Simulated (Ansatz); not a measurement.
# K: the cost of one run

Method: DFT PBE, scalar-relativistic, plane waves, PAW, in Ansatz 0.2.0.

The COD entry's cell or inner coordinates are ideal or old and differ from later refinements, so a difference from it is no clean test against experiment.

## (1) The system as given

It takes space group Cmmm (No. 65, orthorhombic). The conventional cell has a = 7.402 Å, b = 11.048 Å, c = 8.367 Å, α = 90.00°, β = 90.00°, γ = 90.00°. Around K (site symmetry 2) lie 6 K at 3.70 to 4.18 Å. K (site symmetry mmm) is surrounded by 8 K at 3.93 Å.

Structure file:

```
CELL_PARAMETERS angstrom
3.70100 -5.52400 0.00000
3.70100 5.52400 0.00000
0.00000 0.00000 8.36700
ATOMIC_POSITIONS crystal
K 0.50000 0.00000 0.25000
K 0.00000 0.50000 0.75000
K 0.00000 0.50000 0.25000
K 0.50000 0.00000 0.75000
K 0.00000 0.00000 0.00000
```

This is candidate A: structure reported for this formula (Cmmm, No. 65).

(A quick probe on a coarse mesh, which set the mesh and smearing, is not shown.)

## (3) Full relaxation (candidate A)

Contents of input.yaml:

```yaml
crystal:
  lattice:
    - [3.701, -5.524, 0.0]
    - [3.701, 5.524, 0.0]
    - [0.0, 0.0, 8.367]
  atoms:
    - { symbol: K, position: [0.5, 0.0, 0.25] }
    - { symbol: K, position: [0.0, 0.5, 0.75] }
    - { symbol: K, position: [0.0, 0.5, 0.25] }
    - { symbol: K, position: [0.5, 0.0, 0.75] }
    - { symbol: K, position: [0.0, 0.0, 0.0] }
basis:
  ecutwfc: 420
kpoints:
  mp_grid: { grid: [6, 6, 6] }
hamiltonian:
  xc: pbe
scf:
  occupations: { method: gaussian, width: 0.1 }
output:
  forces: true
  stress: true
  eigenvalues: true
relax:
  adjacent_minimum: "off"
  f_tol: 0.01
  max_steps: 80
  cell: { stress_tol: 0.05 }
```

Q: Estimate wall time and peak memory on 1 thread of an x86-64 CPU, shared host.

About 5.8 min, with a peak of 0.93 GiB.
